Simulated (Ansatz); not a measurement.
How far is PAW off for TlBr?

```
Tl Br
1.0
     3.97000    0.00000    0.00000
     0.00000    3.97000    0.00000
     0.00000    0.00000    3.97000
Tl Br
1 1
Direct
  0.00000 0.00000 0.00000
  0.50000 0.50000 0.50000
```

Atom numbers follow the list: Tl1, Br2.

The geometry is COD entry 9008793, unchecked; take it as a test cell. It is an old determination, and later ones may differ.

No spin–orbit coupling, which matters for the heavy atoms here.

All numbers are computed: DFT, PBEsol, PAW with Ansatz's default frozen-core files, scalar-relativistic (Ansatz 0.2.0); DFT, PBEsol, all-electron LAPW, scalar-relativistic (Ansatz 0.2.0).

For PAW: a Γ-centred 6×6×6 k mesh, Fermi–Dirac smearing of 0.01 eV, cutoff 420 eV, no spin polarisation; the PAW files were made with PBE, and the program remakes their frozen cores for this functional. LAPW targets a basis error of 1 meV/atom. The Ansatz runs share mesh, smearing and spin set-up. Plane-wave (PAW) pressures include the program's estimate of the Pulay term.

Stress and pressure are positive in compression.

Levels count from the top of the valence band.

```
                      quantity     PAW    LAPW
                pressure (GPa)   -1.01   -1.01
                 band gap (eV)   1.708   1.708
highest filled level at R (eV)  -1.983  -1.983
  lowest empty level at R (eV)   1.998   1.999
highest filled level at X (eV)   0.000   0.000
  lowest empty level at X (eV)   1.708   1.708
highest filled level at M (eV)  -0.747  -0.748
  lowest empty level at M (eV)   4.803   4.802
```

PAW's pressure differs from the LAPW value by about 0.01 GPa or less.
